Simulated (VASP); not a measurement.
K: relaxation of cell and atoms with PBE+D3(BJ)

K:

```xyz
1
Lattice="0.0000 3.3919 3.3919 3.3919 0.0000 3.3919 3.3919 3.3919 0.0000" Properties=species:S:1:pos:R:3 pbc="T T T"
K     0.0000    0.0000    0.0000
```

This isn't the form of K at room conditions, which is bcc.

```
Program                : VASP 6.6.1
Task                   : relaxation of cell and atoms
Functional             : PBE
Dispersion             : D3(BJ)
Potentials or basis    : VASP PAW PBE potentials, release 64 (K_sv)
Cutoff                 : 600 eV
k mesh                 : 12 × 12 × 12
Occupations            : gaussian, width 0.1 eV
Spin                   : no spin polarisation
Dipole correction      : no
Further INCAR settings : ALGO = Normal; EDIFF = 1e-06; IBRION = 2; EDIFFG = -0.005; NSW = 100; ISIF = 3
```

```
Relaxed volume                         : 69.19 Å³/atom
Relaxed cell                           : a = 4.608 Å, b = 4.608 Å, c = 4.608 Å, α = 60.00°, β = 60.00°, γ = 60.00°
Space group after relaxing (to 0.05 Å) : Fm-3m (No. 225)
Energy gained by relaxing              : 12.4 meV/atom
Ionic steps                            : 5
Pressure after relaxing                : 0.0 GPa
Band gap on the k mesh                 : none (metal or under the smearing width)
Dispersion energy per atom             : -0.120 eV
```

The path:
| step | energy change (eV) | largest force (eV/Å) | pressure (GPa) | volume (Å³) |
| --- | --- | --- | --- | --- |
| 1 | 0.0000 | 0.0000 | -0.40 | 78.05 |
| 2 | -0.0050 | 0.0000 | -0.32 | 75.85 |
| 3 | -0.0111 | 0.0000 | -0.15 | 71.73 |
| 4 | -0.0069 | 0.0000 | 0.36 | 63.95 |
| 5 | -0.0124 | 0.0000 | -0.01 | 69.19 |

Final structure:
```
K
1.0
     0.00000    3.25848    3.25848
     3.25848    0.00000    3.25848
     3.25848    3.25848    0.00000
K
1
Cartesian
  0.0000 0.0000 0.0000
```

Levels at points of the mesh, in eV from the Fermi level:
| k point | band 3 | band 4 | band 5 | band 6 | band 7 | band 8 |
| --- | --- | --- | --- | --- | --- | --- |
| (0.00, 0.00, 0.00) | -15.52 | -15.52 | -2.23 | 4.28 | 4.28 | 4.28 |
| (0.50, 0.00, 0.00) | -15.53 | -15.53 | 0.34 | 0.59 | 4.06 | 4.06 |
| (0.50, 0.50, 0.00) | -15.55 | -15.55 | 0.91 | 1.47 | 2.34 | 5.16 |

Run time: 2.8 min on 1 thread of Intel(R) Xeon(R) Platinum 8488C (Sapphire Rapids) (shared host), peak memory 0.28 GiB.

Caveat: pairwise dispersion overbinds metals, which lowers pressure and volume.
